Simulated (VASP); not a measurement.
# ZnS (P6_3mc) in VASP: a series of runs

Runs on ZnS. Level: PBEsol. Tasks: single point.

All numbers are computed with VASP 6.6.1; they aren't measurements. Logs are shortened: lines on timing, memory, paths and dates and some standing lists are left out, and cuts for length are marked.

**The experiment to reproduce.**

A printed reference work, monograph reports, for a bulk crystal of ZnS at 4 K: band gap 3.911 eV (direct).

The runs below are set against these values where they give the same quantity.

## (1) The cell of the first run

It takes space group P6_3mc (No. 186, hexagonal). The conventional cell has a = 3.685 Å, b = 3.685 Å, c = 6.065 Å, α = 90.00°, β = 90.00°, γ = 120.00°. Within 3.0 Å of Zn (site symmetry 3m) lie 4 S at 2.26 Å. Within 3.0 Å of S (site symmetry 3m) lie 4 Zn at 2.26 Å.

## (2) Single point, PBEsol

The input, INCAR:

```
SYSTEM = ZnS
PREC     = Accurate       ! precision mode
ENCUT    = 520            ! plane-wave cutoff, eV
EDIFF    = 1E-6           ! SCF threshold, eV
ISMEAR   = 0              ! smearing method
SIGMA    = 0.01           ! smearing width, eV
LREAL    = .FALSE.        ! projectors in reciprocal space
LASPH    = .TRUE.         ! aspherical terms in the spheres
NELM     = 60             ! most SCF steps
ALGO     = Normal         ! electronic algorithm
ISIF     = 2              ! what is computed and relaxed
LWAVE    = .FALSE.        ! write WAVECAR
LCHARG   = .FALSE.        ! write CHGCAR
GGA      = PS             ! functional
NBANDS   = 26             ! bands
```

The input, KPOINTS:

```
regular mesh
0
G
  6 6 4
  0 0 0
```

The input, POSCAR:

```
ZnS
1.0
    3.6849136586      0.0000000000      0.0000000000
   -1.8424568293      3.1912288391      0.0000000000
    0.0000000000      0.0000000000      6.0654235629
Zn S
2 2
Direct
    0.3333333333      0.6666666667      0.0059623535
    0.6666666667      0.3333333333      0.5059623535
    0.3333333333      0.6666666667      0.3790376465
    0.6666666667      0.3333333333      0.8790376465
```

Potentials or basis: VASP PAW PBE potentials, release 64 (Zn, S).

On the command line:

```
cat potpaw_PBE.64/Zn/POTCAR potpaw_PBE.64/S/POTCAR > POTCAR
mpirun -np 1 vasp_std > vasp.out
```

OUTCAR:

```text
SYSTEM = ZnS
   PREC = Accurate
   ENCUT = 520
   EDIFF = 1E-6
   ISMEAR = 0
   LREAL = .FALSE.
   LASPH = .TRUE.
   NELM = 60
   ISIF = 2
   GGA = PS

 ion  position               nearest neighbor table
   1  0.333  0.667  0.006-   4 2.26   4 2.26   4 2.26   3 2.26
   2  0.667  0.333  0.506-   3 2.26   3 2.26   3 2.26   4 2.26
   3  0.333  0.667  0.379-   2 2.26   2 2.26   2 2.26   1 2.26
   4  0.667  0.333  0.879-   1 2.26   1 2.26   1 2.26   2 2.26

  LATTYP: Found a hexagonal cell.
 ALAT       =     3.6849136586
 C/A-ratio  =     1.6460151105

  Lattice vectors:

 A1 = (   3.6849136586,   0.0000000000,   0.0000000000)
 A2 = (  -1.8424568293,   3.1912288391,   0.0000000000)
 A3 = (   0.0000000000,   0.0000000000,   6.0654235629)

Analysis of symmetry for initial positions (statically):
=====================================================================
 Subroutine PRICEL returns:
 Original cell was already a primitive cell.

 Routine SETGRP: Setting up the symmetry group for a
 hexagonal supercell.

 Subroutine GETGRP returns: Found 12 space group operations
 (whereof  6 operations were pure point group operations)
 out of a pool of 24 trial point group operations.

The static configuration has the point symmetry C_3v.
 The point group associated with its full space group is C_6v.

Analysis of symmetry for dynamics (positions and initial velocities):
=====================================================================
 Subroutine PRICEL returns:
 Original cell was already a primitive cell.

 Routine SETGRP: Setting up the symmetry group for a
 hexagonal supercell.

 Subroutine GETGRP returns: Found 12 space group operations
 (whereof  6 operations were pure point group operations)
 out of a pool of 24 trial point group operations.

The dynamic configuration has the point symmetry C_3v.
 The point group associated with its full space group is C_6v.

 Subroutine INISYM returns: Found 12 space group operations
 (whereof  6 operations are pure point group operations),
 and found     1 'primitive' translations

----------------------------------------------------------------------------------------

                                     Primitive cell

  volume of cell :      71.3258

  direct lattice vectors                    reciprocal lattice vectors
     3.684913659  0.000000000  0.000000000     0.271376779  0.156679456  0.000000000
    -1.842456829  3.191228839  0.000000000     0.000000000  0.313358913  0.000000000
     0.000000000  0.000000000  6.065423563     0.000000000  0.000000000  0.164868948
[... 85 lines left out ...]
   LREAL  =      F    real-space projection
   EDIFFG = 0.1E-04   stopping-criterion for IOM
   NSW    =      0    number of steps for IOM
   IBRION =     -1    ionic relax: 0-MD 1-quasi-New 2-CG
   NFREE  =      0    steps in history (QN), initial steepest desc. (CG)
   ISIF   =      2    stress and relaxation
   ISYM   =      2    0-nonsym 1-usesym 2-fastsym
   POTIM  = 0.5000    time-step for ionic-motion
   TEBEG  =    0.0;   TEEND  =   0.0 temperature during run
   PSTRESS=    0.0 pullay stress
   NELECT =      36.0000    total number of electrons
   NUPDOWN=      -1.0000    fix difference up-down
   EMIN   =  10.00;   EMAX   =-10.00  energy-range for DOS
   EFERMI =   0.00;   METHOD = LEGACY
   ISMEAR =     0;   SIGMA  =   0.01  broadening in eV -4-tet -1-fermi 0-gaus
   EFERMI_NEDOS =   21; number of points for ismear=-14 and -15
   IALGO  =     38    algorithm
   IMIX   =      4    mixing-type and parameters
     AMIX     =   0.40;   BMIX     =  1.00
     AMIX_MAG =   1.60;   BMIX_MAG =  1.00
  volume/ion in A,a.u.               =      17.83       120.33
  Fermi-wavevector in a.u.,A,eV,Ry     =   1.303447  2.463159 23.115962  1.698975
  Thomas-Fermi vector in A             =   2.434449
   LORBIT       =      0    0 simple, 1 ext, 2 COOP (PROOUT), +10 PAW based schemes
   GGA     = PS    functional components
   LHFCALC =     F    Hartree Fock is set to
   AEXX    =    0.0000 exact exchange contribution
   IVDW    =     0    specifies the selected vdW correction
   LEPSILON=     F    determine dielectric tensor
   LRPA    =     F    only Hartree local field effects (RPA)
 non-spin polarized calculation
 Gauss-broadening in eV      SIGMA  =   0.01
  energy-cutoff  :      520.00
  volume of cell :       71.33
 maximum number of plane-waves:      1941
 NGX is ok and might be reduce to    28
   NGX = 13   NGY = 13   NGZ = 23

 number of electron      36.0000010 magnetization

 Free energy of the ion-electron system (eV)
  ---------------------------------------------------
  ext. energy  EPLUGINS =         0.00000000
  ---------------------------------------------------
  free energy    TOTEN  =       -15.04052944 eV

  energy without entropy =      -15.04052944  energy(sigma->0) =      -15.04052944

 E-fermi :   3.1615     XC(G=0): -10.3253

 val. band max:        3.0442707796   @ k =   0.0000   0.0000   0.0000
 cond. band min:       5.5402837352   @ k =   0.0000   0.0000   0.0000
 fundamental gap:      2.4960129556
 Fermi energy:         3.1615035799

 k-point     1 :       0.0000    0.0000    0.0000
  band No.  band energies     occupation
      1     -10.9115      2.00000
      2      -9.7675      2.00000
      3      -3.8185      2.00000
      4      -3.7897      2.00000
      5      -3.7897      2.00000
      6      -3.6903      2.00000
[... 598 lines left out ...]
     25      12.7146      0.00000
     26      12.7146      0.00000

------------------------ aborting loop because EDIFF is reached ----------------------------------------

  FORCE on cell =-STRESS in cart. coord.  units (eV):
  Direction    XX          YY          ZZ          XY          YZ          ZX
  --------------------------------------------------------------------------------------
  -------------------------------------------------------------------------------------
  Total        3.2225027      3.2225027      3.2379252      0.0000000      0.0000000      0.0000000
  in kB       72.3864820     72.3864820     72.7329145      0.0000000      0.0000000      0.0000000
  external PRESSURE =      72.5019595 kB  Pullay stress =       0.0000000 kB

 VOLUME and BASIS-vectors are now :
 -----------------------------------------------------------------------------
  energy-cutoff  :      520.00
  volume of cell :       71.33
      direct lattice vectors                 reciprocal lattice vectors
     3.684913659  0.000000000  0.000000000     0.271376779  0.156679456  0.000000000
    -1.842456829  3.191228839  0.000000000     0.000000000  0.313358913  0.000000000
     0.000000000  0.000000000  6.065423563     0.000000000  0.000000000  0.164868948

 POSITION                                       TOTAL-FORCE (eV/Angst)
 -----------------------------------------------------------------------------------
     -0.00000      2.12749      0.03616         0.000000      0.000000     -0.000154
      1.84246      1.06374      3.06888        -0.000000      0.000000     -0.000154
     -0.00000      2.12749      2.29902        -0.000000     -0.000000      0.000154
      1.84246      1.06374      5.33174        -0.000000     -0.000000      0.000154
 -----------------------------------------------------------------------------------
    total drift:                               -0.000001     -0.000001      0.000098

  FREE ENERGIE OF THE ION-ELECTRON SYSTEM (eV)
  ---------------------------------------------------
  free  energy   TOTEN  =       -15.0405294364 eV

  energy  without entropy=      -15.0405294364  energy(sigma->0) =      -15.04052944
```

stdout:

```text
POSCAR found type information on POSCAR ZnS
 POSCAR found :  2 types and       4 ions
 scaLAPACK will be used
 -----------------------------------------------------------------------------
|                                                                             |
|                                                                             |
|     You enforced a specific xc type in the INCAR file but a different       |
|     I HOPE YOU KNOW WHAT YOU ARE DOING!                                     |
|                                                                             |
 -----------------------------------------------------------------------------

 LDA part: xc-table for (Slater+PW92), standard interpolation
 POSCAR, INCAR and KPOINTS ok, starting setup
 FFT: planning ... GRIDC
 FFT: planning ... GRID_SOFT
 FFT: planning ... GRID
 WAVECAR not read
 entering main loop
```

Wall time 36 s (1 thread of Intel Xeon 6975P-C, shared host); peak memory 0.19 GiB.

Results:

```
Free energy            : -15.0405 eV
Pressure               : 7.3 GPa
Band gap on the k mesh : 2.50 eV, direct
```

Caveat: the PAW data sets were made with another functional, which shifts forces and pressure a little. Expect the measured gap to be larger: semilocal functionals such as PBEsol lack the derivative discontinuity.

## (3) Single point, PBEsol

This run uses another cell than the first one, of 18.36 Å³/atom, 1.030 times its volume.

The input, INCAR:

```
  PREC = Accurate
  ENCUT = 520
  EDIFF = 1E-6
  ISMEAR = 0
  SIGMA = 0.01
  LREAL = F
  LASPH = T
  NELM = 60
  ALGO = Normal
  ISIF = 2
  LWAVE = F
  LCHARG = T
  GGA = PS
  LELF = T
  LVHAR = T
  NBANDS = 26
```

The input, KPOINTS:

```
Automatic mesh
0
Gamma
  6 6 4
```

The input, POSCAR:

```
ZnS
1.0
    3.7229038845      0.0000000000      0.0000000000
   -1.8614519422      3.2241293398      0.0000000000
    0.0000000000      0.0000000000      6.1196859688
Zn S
2 2
Direct
    0.3333333333      0.6666666667      0.0057145948
    0.6666666667      0.3333333333      0.5057145948
    0.3333333333      0.6666666667      0.3792854052
    0.6666666667      0.3333333333      0.8792854052
```

Potentials or basis: VASP PAW PBE potentials, release 64 (Zn, S).

On the command line:

```
cat potpaw_PBE.64/Zn/POTCAR potpaw_PBE.64/S/POTCAR > POTCAR
mpirun -np 1 vasp_std > vasp.out
```

Run time: 35 s. Hardware: 1 thread of Intel Xeon 6975P-C, shared host; peak memory 0.2 GiB.

Results (log left out):

| Quantity | Value |
| --- | --- |
| Free energy | -15.1168 eV |
| Pressure | 4.3 GPa |
| Band gap on the k mesh | 2.36 eV, direct |

Levels at points of the mesh, in eV from the valence-band top:
| k point | band 15 | band 16 | band 17 | band 18 | band 19 | band 20 | band 21 | band 22 |
| --- | --- | --- | --- | --- | --- | --- | --- | --- |
| (0.00, 0.00, 0.00) | -1.01 | -0.11 | 0.00 | 0.00 | 2.36 | 3.12 | 6.17 | 6.17 |
| (0.50, 0.00, 0.00) | -3.67 | -2.52 | -1.95 | -1.00 | 3.46 | 4.31 | 4.91 | 6.76 |
| (0.00, 0.00, 0.50) | -0.53 | -0.53 | -0.53 | -0.53 | 3.64 | 3.64 | 6.65 | 6.65 |
| (0.50, 0.00, 0.50) | -1.85 | -1.85 | -1.82 | -1.82 | 3.40 | 3.40 | 5.06 | 5.06 |

Caveat: the PAW data sets were made with another functional, which shifts forces and pressure a little.

## (4) Single point, PBEsol

This run uses another cell than the first one, of 18.36 Å³/atom, 1.030 times its volume.

The input, INCAR:

```
SYSTEM = ZnS
ALGO     = Normal         ! electronic algorithm
EDIFF    = 1E-6           ! SCF threshold, eV
ENCUT    = 520            ! plane-wave cutoff, eV
GGA      = PS             ! functional
ISIF     = 2              ! what is computed and relaxed
ISMEAR   = 0              ! smearing method
LASPH    = .True.         ! aspherical terms in the spheres
LCHARG   = .True.         ! write CHGCAR
LELF     = .True.         ! ELF
LREAL    = .False.        ! projectors in reciprocal space
LVHAR    = .True.       
LWAVE    = .False.        ! write WAVECAR
NBANDS   = 26             ! bands
NELM     = 100            ! most SCF steps
PREC     = Accurate       ! precision mode
SIGMA    = 0.01           ! smearing width, eV
```

The input, KPOINTS:

```
k-points
0
Gamma
  6 6 4
  0 0 0
```

POSCAR is that of step 3.

On the command line:

```
cat potpaw_PBE.64/Zn/POTCAR potpaw_PBE.64/S/POTCAR > POTCAR
mpirun -np 1 vasp_std > vasp.out
```

Wall time 31 s (1 thread of Intel Xeon 6975P-C, shared host); peak memory 0.19 GiB.

It converged, with:

| Quantity | Value |
| --- | --- |
| Free energy | -15.1168 eV |
| Pressure | 4.3 GPa |
| Band gap on the k mesh | 2.36 eV, direct |

Levels at points of the mesh, in eV from the valence-band top:
```
           k point  band 15  band 16  band 17  band 18  band 19  band 20  band 21  band 22
(0.00, 0.00, 0.00)    -1.01    -0.11     0.00     0.00     2.36     3.12     6.17     6.17
(0.50, 0.00, 0.00)    -3.67    -2.52    -1.95    -1.00     3.46     4.31     4.91     6.76
(0.00, 0.00, 0.50)    -0.53    -0.53    -0.53    -0.53     3.64     3.64     6.65     6.65
(0.50, 0.00, 0.50)    -1.85    -1.85    -1.82    -1.82     3.40     3.40     5.06     5.06
```

Caveat: the PAW data sets were made with another functional, which shifts forces and pressure a little. A hybrid or GW would open this gap; PBEsol tends to underestimate it.

## (5) Single point, PBEsol

This run uses another cell than the first one, of 18.77 Å³/atom, 1.053 times its volume.

The input, INCAR:

```
SYSTEM = ZnS
PREC = Accurate
ENCUT = 520
EDIFF = 1E-6
ISMEAR = 0
SIGMA = 0.01
LREAL = .FALSE.
LASPH = .TRUE.
NELM = 80
ALGO = Normal
ISIF = 2
LWAVE = .FALSE.
LCHARG = .TRUE.
GGA = PS
LELF = .TRUE.
LVHAR = .TRUE.
NBANDS = 26
```

The input, KPOINTS:

```
regular mesh
0
G
  6 6 4
  0 0 0
```

The input, POSCAR:

```
ZnS
1.0
    3.7513532428      0.0000000000      0.0000000000
   -1.8756766214      3.2487672068      0.0000000000
    0.0000000000      0.0000000000      6.1604494203
Zn S
2 2
Direct
    0.3333333333      0.6666666667      0.0055529771
    0.6666666667      0.3333333333      0.5055529771
    0.3333333333      0.6666666667      0.3794470229
    0.6666666667      0.3333333333      0.8794470229
```

On the command line:

```
cat potpaw_PBE.64/Zn/POTCAR potpaw_PBE.64/S/POTCAR > POTCAR
mpirun -np 1 vasp_std > vasp.out
```

It took 35 s on 1 thread of Intel Xeon 6975P-C, shared host; peak memory 0.2 GiB.

It converged, with:

```yaml
Free_energy: -15.1497 eV
Pressure: 2.3 GPa
Band_gap_on_the_k_mesh: 2.27 eV, direct
```

Levels at points of the mesh, in eV from the valence-band top:
| k point | band 15 | band 16 | band 17 | band 18 | band 19 | band 20 | band 21 | band 22 |
| --- | --- | --- | --- | --- | --- | --- | --- | --- |
| (0.00, 0.00, 0.00) | -0.98 | -0.10 | 0.00 | 0.00 | 2.27 | 3.07 | 6.18 | 6.18 |
| (0.50, 0.00, 0.00) | -3.55 | -2.44 | -1.87 | -0.96 | 3.49 | 4.26 | 4.94 | 6.78 |
| (0.00, 0.00, 0.50) | -0.51 | -0.51 | -0.51 | -0.51 | 3.57 | 3.57 | 6.66 | 6.66 |
| (0.50, 0.00, 0.50) | -1.78 | -1.78 | -1.76 | -1.76 | 3.41 | 3.41 | 5.08 | 5.08 |

Caveat: the PAW data sets were made with another functional, which shifts forces and pressure a little.

## (6) Single point, PBEsol

This run uses another cell than the first one, of 18.77 Å³/atom, 1.053 times its volume.

The input, INCAR:

```
PREC = Accurate
ENCUT = 520
EDIFF = 1E-6
ISMEAR = 0
SIGMA = 0.01
LREAL = False
LASPH = True
NELM = 100
ALGO = Normal
ISIF = 2
LWAVE = False
LCHARG = True
GGA = PS
LELF = True
LVHAR = True
NBANDS = 26
```

The input, KPOINTS:

```
regular mesh
0
Gamma
  6 6 4
```

POSCAR is that of step 5.

Potentials or basis: VASP PAW PBE potentials, release 64 (Zn, S).

On the command line:

```
cat potpaw_PBE.64/Zn/POTCAR potpaw_PBE.64/S/POTCAR > POTCAR
mpirun -np 1 vasp_std > vasp.out
```

Wall time 36 s (1 thread of Intel Xeon 6975P-C, shared host); peak memory 0.2 GiB.

It converged, with:

```yaml
Free_energy: -15.1497 eV
Pressure: 2.3 GPa
Band_gap_on_the_k_mesh: 2.27 eV, direct
```

Levels at points of the mesh, in eV from the valence-band top:
| k point | band 14 | band 15 | band 16 | band 17 | band 18 | band 19 | band 20 | band 21 | band 22 | band 23 |
| --- | --- | --- | --- | --- | --- | --- | --- | --- | --- | --- |
| (0.00, 0.00, 0.00) | -0.98 | -0.98 | -0.10 | 0.00 | 0.00 | 2.27 | 3.07 | 6.18 | 6.18 | 6.43 |
| (0.50, 0.00, 0.00) | -4.36 | -3.55 | -2.44 | -1.87 | -0.96 | 3.49 | 4.26 | 4.94 | 6.78 | 7.50 |
| (0.00, 0.00, 0.50) | -3.03 | -0.51 | -0.51 | -0.51 | -0.51 | 3.57 | 3.57 | 6.66 | 6.66 | 6.66 |
| (0.50, 0.00, 0.50) | -5.15 | -1.78 | -1.78 | -1.76 | -1.76 | 3.41 | 3.41 | 5.08 | 5.08 | 8.79 |

Caveat: the PAW data sets were made with another functional, which shifts forces and pressure a little.

## (7) The runs side by side

| cell | gap on the mesh (eV) | pressure (GPa) |
| --- | --- | --- |
| a = 3.685, b = 3.685, c = 6.065 Å, angles 90.0, 90.0, 120.0°, 4 atoms | 2.50 | 7.3 |
| a = 3.723, b = 3.723, c = 6.120 Å, angles 90.0, 90.0, 120.0°, 4 atoms | 2.36 | 4.3 |
| a = 3.751, b = 3.751, c = 6.160 Å, angles 90.0, 90.0, 120.0°, 4 atoms | 2.27 | 2.3 |

Alike in all rows: task single point; level PBEsol; potentials or basis VASP PAW PBE potentials, release 64 (Zn, S); no spin polarisation; k mesh 6 × 6 × 4; cutoff (eV) 520; smearing gaussian 0.01 eV.

Caveats: the PAW data sets were made with another functional, which shifts forces and pressure a little.

Total energies depend on the potentials used, so only differences within one code and one set of settings carry meaning.

## (8) How close it comes

Step 6. Against the measured gap of ZnS, 3.911 eV (direct; 4 K; a printed reference work, monograph), the calculated 2.27 eV is off by -1.64 eV. The value is that of PBEsol, without temperature or zero-point motion. Semilocal functionals fall short of measured gaps as a rule.
